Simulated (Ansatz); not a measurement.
Relaxing Ni

Computed with Ansatz, DFT PBE, scalar-relativistic, plane waves, PAW. Settings: 420 eV cutoff, 20×20×14 k-mesh, Gaussian smearing of 0.10 eV, collinear spin.

What was changed: biaxial strain in the a-b plane, c and atoms relaxed: -1.0 %.

Command:

```bash
ansatz run input.yaml --threads 1 --pin off --max-ram 2560MiB --backend cpu --events-out ev --progress --plain --runs-dir out
```

Input:

```yaml
crystal:
  lattice:
    - [1.7416680425, 1.7416680425, 0.0]
    - [-1.7416680425, 1.7416680425, 0.0]
    - [0.0, 0.0, 3.5396324258]
  atoms:
    - { symbol: Ni, position: [0.0, 0.0, 0.0], spin: 0.75 }
    - { symbol: Ni, position: [0.5, 0.5, 0.5], spin: 0.75 }
basis:
  ecutwfc: 420
kpoints:
  mp_grid: { grid: [20, 20, 14] }
hamiltonian:
  xc: pbe
scf:
  occupations: { method: gaussian, width: 0.1 }
output:
  forces: true
  stress: true
  eigenvalues: true
  populations: true
magnetization:
  spin_polarized: true
relax:
  adjacent_minimum: "off"
  f_tol: 0.008
  max_steps: 40
  cell: { stress_tol: 0.015, fix: [a, b, gamma] }
```

F is the free energy. Steps run on the plane waves of an earlier cell, but the last one, and at times one on the way, on a freshly chosen basis, so a repeated geometry can differ a little in energy. The held parts of the cell keep their stress, so P needn't end at zero.

Steps:

```csv
step,F − F(1) (eV),largest force component (eV/Å),V (Å³/atom),P (GPa)
1,0.0000,0.000,10.737,2.96
2,-0.0003,0.000,10.759,2.54
3,-0.0004,0.000,10.790,1.94
4,-0.0005,0.000,10.790,1.93
```

Relaxed structure:

```yaml
crystal:
  lattice:
    - [1.74167, 1.74167, 0.00000]
    - [-1.74167, 1.74167, 0.00000]
    - [0.00000, 0.00000, 3.55721]
  atoms:
    - { symbol: Ni, position: [0.00000, 0.00000, 0.00000] }
    - { symbol: Ni, position: [0.50000, 0.50000, 0.50000] }
```

Symmetry: I4/mmm, No. 139, tetragonal system. Conventional cell: a = 2.463 Å, b = 2.463 Å, c = 3.557 Å, α = 90.00°, β = 90.00°, γ = 90.00°. Ni (site symmetry 4/mmm) has 12 Ni at 2.46 to 2.49 Å as nearest neighbours.

The run converged. It took 2.5 min on 1 thread of Intel(R) Xeon(R) Platinum 8259CL CPU @ 2.50GHz (Skylake/Cascade Lake) (shared host), peak memory 0.74 GiB.